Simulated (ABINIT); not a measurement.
## Quasiparticle gap of InP (F-43m) in ABINIT

Wanted: ground state, empty states, screening and self-energy for InP (F-43m).

Method: PBE and many-body steps on it, plane waves, in ABINIT 10.8.3.

## Step 1: Starting point

The structure is cubic, space group F-43m (No. 216). Conventional cell: a = 5.869 Å, b = 5.869 Å, c = 5.869 Å, α = 90.00°, β = 90.00°, γ = 90.00°. In has 4 P at 2.54 Å nearest. Nearest to P lie 4 In at 2.54 Å. Farther neighbours are not listed.

The cell and positions come from the Crystallography Open Database and are kept as given unless a step says otherwise.

## Step 2: Ground state

This step: ABINIT 10.8.3; DFT, PBE, plane waves, norm-conserving pseudopotentials.

The ground-state density comes first.

File run.abi:

```
acell 3*1.0 Angstrom
rprim 
  -0.000000000000 2.934350000000 2.934350000000
  2.934350000000 -0.000000000000 2.934350000000
  2.934350000000 2.934350000000 -0.000000000000
ntypat 2
znucl 49 15
natom 2
typat 1 2
xred 
  0.000000000000 0.000000000000 0.000000000000
  0.250000000000 0.250000000000 0.250000000000
pp_dirpath "pseudos"
pseudos "In.upf, P.upf"
ecut 33
ngkpt 6 6 6
nshiftk 1
shiftk 0 0 0
kptopt 1
chksymbreak 0
nband 18
occopt 1
tolvrs 1e-10
nstep 60
prtwf 0
optforces 0
optstress 0
indata_prefix "in"
outdata_prefix "out"
tmpdata_prefix "tmp"
```

Started as:

```bash
> OMP_NUM_THREADS=1 mpirun -n 8 abinit run.abi > log
```

Numbers of over 12 decimals in the logs are rounded to 6 here.

Log:

```text
.Version 10.8.3 of ABINIT. v10.8.2 released Aug 2026.

 Symmetries : space group F-4 3 m (#216); Bravais cF (face-center cubic)
================================================================================
 Values of the parameters that define the memory need of the present run
     intxc =       0    ionmov =       0      iscf =       7    lmnmax =       6
     lnmax =       6     mgfft =      45  mpssoang =       3    mqgrid =    3001
     natom =       2  nloc_mem =       1    nspden =       1   nspinor =       1
    nsppol =       1      nsym =      24    n1xccc =    2501    ntypat =       2
    occopt =       1   xclevel =       2
-    mband =          18        mffmem =           1         mkmem =           2
       mpw =        3104          nfft =       91125          nkpt =          16
================================================================================
  Rough estimation (10% accuracy) of disk space for files :
================================================================================

--------------------------------------------------------------------------------
------------- Echo of variables that govern the present computation ------------
--------------------------------------------------------------------------------
 -outvars: echo values of preprocessed input variables --------
            acell      1.8897261259E+00  1.8897261259E+00  1.8897261259E+00 Bohr

      chksymbreak           0
             ecut      3.30000000E+01 Hartree
-          fftalg         312

              ixc     -101130
              kpt      0.00000000E+00  0.00000000E+00  0.00000000E+00
                       1.66666667E-01  0.00000000E+00  0.00000000E+00
                       3.33333333E-01  0.00000000E+00  0.00000000E+00
                       5.00000000E-01  0.00000000E+00  0.00000000E+00
                       1.66666667E-01  1.66666667E-01  0.00000000E+00
                       3.33333333E-01  1.66666667E-01  0.00000000E+00
                       5.00000000E-01  1.66666667E-01  0.00000000E+00
                      -3.33333333E-01  1.66666667E-01  0.00000000E+00
                      -1.66666667E-01  1.66666667E-01  0.00000000E+00
   [... 5 further rows ...]
                      -3.33333333E-01  3.33333333E-01  1.66666667E-01
                      -3.33333333E-01  5.00000000E-01  1.66666667E-01
         kptrlatt        6    0    0      0    6    0      0    0    6
          kptrlen      4.70518853E+01
P           mkmem           2
            natom           2
            nband          18
            ngfft          45      45      45
             nkpt          16
            nstep          60
             nsym          24
           ntypat           2
              occ      2.000000  2.000000  2.000000  2.000000  2.000000  2.000000
                       2.000000  2.000000  2.000000  2.000000  2.000000  2.000000
                       2.000000  0.000000  0.000000  0.000000  0.000000  0.000000
        optforces           0
        optstress           0
            prtwf           0
            rprim     -0.0000000000E+00  2.9343500000E+00  2.9343500000E+00
[...]
spgroup         216

           tolvrs      1.00000000E-10

             xred      0.0000000000E+00  0.0000000000E+00  0.0000000000E+00
[...]
znucl       49.00000   15.00000

================================================================================

 chkinp: Checking input parameters for consistency.

================================================================================
== DATASET  1 ==================================================================
-   mpi_nproc: 8, omp_nthreads: 1 (-1 if OMP is not activated)

--- !DatasetInfo
iteration_state: {dtset: 1, }
dimensions: {natom: 2, nkpt: 16, mband: 18, nsppol: 1, nspinor: 1, nspden: 1, mpw: 3104, }
cutoff_energies: {ecut:  33.0, pawecutdg:  -1.0, }
electrons: {nelect:   2.60000000E+01, charge:   0.00000000E+00, occopt:   1.00000000E+00, tsmear:   1.00000000E-02, }

 Real(R)+Recip(G) space primitive vectors, cartesian coordinates (Bohr,Bohr^-1):
 R(1)=  0.0000000  5.5451179  5.5451179  G(1)= -0.0901694  0.0901694  0.0901694
 R(2)=  5.5451179  0.0000000  5.5451179  G(2)=  0.0901694 -0.0901694  0.0901694
 R(3)=  5.5451179  5.5451179  0.0000000  G(3)=  0.0901694  0.0901694 -0.0901694
 Unit cell volume ucvol=  3.4100625E+02 bohr^3
 Angles (23,13,12)=  6.00000000E+01  6.00000000E+01  6.00000000E+01 degrees

 getcut: wavevector=  0.0000  0.0000  0.0000  ngfft=  45  45  45
         ecut(hartree)=     33.000   => boxcut(ratio)=   2.16973

--- Pseudopotential description ------------------------------------------------
- In Generated using ONCVPSP code by D. R. Hamann
- 49.00000  21.00000  171031                  znucl, zion, pspdat
12 -101130 2 -1 1964                          pspcod,pspxc,lmax,lloc,mmax
     nproj     2     2     2
  pspatm : epsatm=   33.77322108
         --- l  ekb(1:nproj) -->
[...]
pspatm: atomic psp has been read  and splines computed

- P Generated using ONCVPSP code by D. R. Hamann
- 15.00000   5.00000  171031                  znucl, zion, pspdat
12 -101130 2 -1 1298                          pspcod,pspxc,lmax,lloc,mmax
     nproj     2     2     2
  pspatm : epsatm=    8.05910421
         --- l  ekb(1:nproj) -->
[...]
2   -3.154982   -0.827415
 pspatm: atomic psp has been read  and splines computed

   1.08764046E+03                                ecore*ucvol(ha*bohr**3)
--------------------------------------------------------------------------------

_setup2: Arith. and geom. avg. npw (full set) are    3085.792    3085.771

================================================================================

--- !BeginCycle
iteration_state: {dtset: 1, }
solver: {iscf: 7, nstep: 60, nline: 4, wfoptalg: 0, }
tolerances: {tolvrs: 1.00E-10, }

     iter   Etot(hartree)      deltaE(h)  residm     vres2
 ETOT  1  -206.02448098893    -2.060E+02 2.006E-01 1.798E+02
 ETOT  2  -206.37957298910    -3.551E-01 7.285E-03 1.860E+01
 ETOT  3  -206.38183846316    -2.265E-03 1.870E-02 7.032E-01
 ETOT  4  -206.38187289972    -3.444E-05 1.332E-03 1.543E-01
 ETOT  5  -206.38188994096    -1.704E-05 5.514E-04 9.235E-03
 ETOT  6  -206.38189219044    -2.249E-06 2.339E-05 2.217E-03
 ETOT  7  -206.38189251365    -3.232E-07 1.575E-05 4.211E-06
 ETOT  8  -206.38189251432    -6.701E-10 7.250E-07 7.024E-08
 ETOT  9  -206.38189251433    -1.219E-11 5.387E-07 2.608E-09
 ETOT 10  -206.38189251434    -3.297E-12 6.526E-08 2.217E-10
 ETOT 11  -206.38189251434    -2.927E-12 1.863E-08 1.083E-11

 At SCF step   11       vres2   =  1.08E-11 < tolvrs=  1.00E-10 =>converged.

--- !ResultsGS
iteration_state: {dtset: 1, }
comment   : Summary of ground state results
lattice_vectors:
- [ -0.0000000,   5.5451179,   5.5451179, ]
- [  5.5451179,  -0.0000000,   5.5451179, ]
- [  5.5451179,   5.5451179,  -0.0000000, ]
lattice_lengths: [   7.84198,    7.84198,    7.84198, ]
lattice_angles: [ 60.000,  60.000,  60.000, ] # degrees, (23, 13, 12)
lattice_volume:   3.4100625E+02
convergence: {deltae: -2.927E-12, res2:  1.083E-11, residm:  1.863E-08, diffor:  0.000E+00, }
etotal    :  -2.06381893E+02
entropy   :   0.00000000E+00
fermie    :   1.80897190E-01
cartesian_stress_tensor: null
pressure_GPa: null
xred      :
- [  0.0000E+00,   0.0000E+00,   0.0000E+00, In]
- [  2.5000E-01,   2.5000E-01,   2.5000E-01,  P]
cartesian_forces: null
force_length_stats: {min: null, max: null, mean: null, }

 Integrated electronic density in atomic spheres:
 ------------------------------------------------
 Atom  Sphere_radius  Integrated_density
    1        2.00000         17.83551814
    2        2.00000          2.76432611
================================================================================

 ----iterations are completed or convergence reached----

 Mean square residual over all n,k,spin=   11.300E-11; max=  18.633E-09
 reduced coordinates (array xred) for    2 atoms
       0.000000000000      0.000000000000      0.000000000000
       0.250000000000      0.250000000000      0.250000000000
 rms dE/dt=  0.0000E+00; max dE/dt=  0.0000E+00; dE/dt below (all hartree)
    1       0.000000000000      0.000000000000      0.000000000000
    2       0.000000000000      0.000000000000      0.000000000000

 cartesian coordinates (angstrom) at end:
    1      0.000000     0.000000     0.000000
    2      1.467175     1.467175     1.467175
 length scales=  1.889726125908  1.889726125908  1.889726125908 bohr
              =  1.000000000000  1.000000000000  1.000000000000 angstroms
 prteigrs : about to open file out_EIG
 Fermi (or HOMO) energy (hartree) =   0.18090   Average Vxc (hartree)=  -0.34739
 Eigenvalues (hartree) for nkpt=  16  k points:
 kpt#   1, nband= 18, wtk=  0.00463, kpt=  0.0000  0.0000  0.0000 (reduced coord)
  -4.04732   -2.52125   -2.52125   -2.52125   -0.34094   -0.34094   -0.34094   -0.33551
  -0.33551   -0.24140    0.18090    0.18090    0.18090    0.20616    0.33111    0.33111
   0.33111    0.49603
 prteigrs : prtvol=0 or 1, do not print more k-points.

--- !EnergyTerms
iteration_state     : {dtset: 1, }
comment             : Components of total free energy in Hartree
kinetic             :  7.02097974032081E+01
hartree             :  7.45662089227503E+01
xc                  : -3.01399069980933E+01
Ewald energy        : -1.03918092430690E+02
psp_core            :  3.18950299759936E+00
local_psp           : -2.04467737547230E+02
non_local_psp       : -1.58216648618852E+01
total_energy        : -2.06381892514341E+02
total_energy_eV     : -5.61593739138427E+03
band_energy         : -2.65096349818950E+01

== END DATASET(S) ==============================================================
================================================================================

 -outvars: echo values of variables after computation  --------
           etotal     -2.0638189251E+02
            nband          18
             nkpt          16
          spgroup         216
 [... the other variables as echoed above ...]

 Calculation completed.
```

Elapsed: 7.3 s, on 8 MPI ranks of AMD EPYC 7B13 (Zen 3), shared host; peak memory 0.68 GiB; 56 s of CPU time.

Numbers from this step:

| Property | Result |
| --- | --- |
| total energy | -5615.9374 eV |
| gap | 0.6874 eV |
| k of the valence top | 0, 0, 0 |
| k of the conduction bottom | 0, 0, 0 |
| least direct gap | 0.6874 eV |

The gap is direct, at Γ.

(Continued in part 2 of 3.)

[Paths, hosts, dates, memory and timing lines, banners, echoed tables and standing remarks are left out of the program output.]

[Logs are printed without paths, hosts, clocks, repeated set-up lines and the standing remarks that a program may print on its own settings, such as how far it seeks lower states.]

[Runs of the session that timed out or met a known fault of the program may be left out.]

[Hosts, paths, dates, database ids (printed as entryN), source tags and the programs' standing remarks are cut or masked in the printed files.]

[G0W0 gaps are taken among the corrected bands and points alone; a level outside them can change the order at an edge.]

[Where Ansatz stands beside ABINIT at settings called matched, ABINIT's density can come from a denser mesh and the files from another edition; pairs whose starting gaps differed by over 0.03 eV were left out, so agreement reads better than it is.]
